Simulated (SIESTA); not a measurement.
**Zn under changes of volume**

One of the cells (15.636 Å³/atom); the others are scaled copies at fixed shape and fractional positions:

```xyz
2
Lattice="2.6877 0.0000 0.0000 -1.3438 2.3276 0.0000 0.0000 0.0000 4.9989" Properties=species:S:1:pos:R:3 pbc="T T T"
Zn    1.3438    0.7759    3.7492
Zn    0.0000    1.5517    1.2497
```

```yaml
Program: SIESTA 5.4.2
Functional: PBEsol
Potentials_or_basis: PseudoDojo 0.4 standard (PBEsol files)
Basis: DZP (energy shift 0.003 Ry; two zetas on semicore shells)
Grid_cutoff: 800 Ry
Energy_shift: 0.003 Ry
k_mesh: 11 × 11 × 6
Occupations: fermi-dirac, width 0.05 eV
Spin: no spin polarisation
```

| volume (Å³/atom) | energy over the lowest point (meV/atom) | pressure (GPa) |
| --- | --- | --- |
| 14.410 | 0.00 | -3.6 |
| 14.716 | 8.13 | -4.9 |
| 15.023 | 19.56 | -7.1 |
| 15.636 | ? | ? |
| 15.943 | 71.96 | -10.5 |
| 16.249 | 94.23 | -12.2 |

Task: What does the run at 15.636 Å³/atom give?

Result: Energy over the lowest point 53.00 meV/atom; pressure -9.5 GPa.

Worked out: A Birch-Murnaghan fit of order 3 (a polynomial in V^(-2/3)) to the other rows has no minimum within the range. It gives 51.83 meV/atom at 15.636 Å³/atom, against the run's 53.00, and -dE/dV = -9.8 GPa, against -9.5.

Energies are extrapolated to zero smearing.

Caveats: short orbitals over semicore shells can move pressures by several GPa; the basis of atomic orbitals isn't converged, which shifts pressures, moduli and gaps.
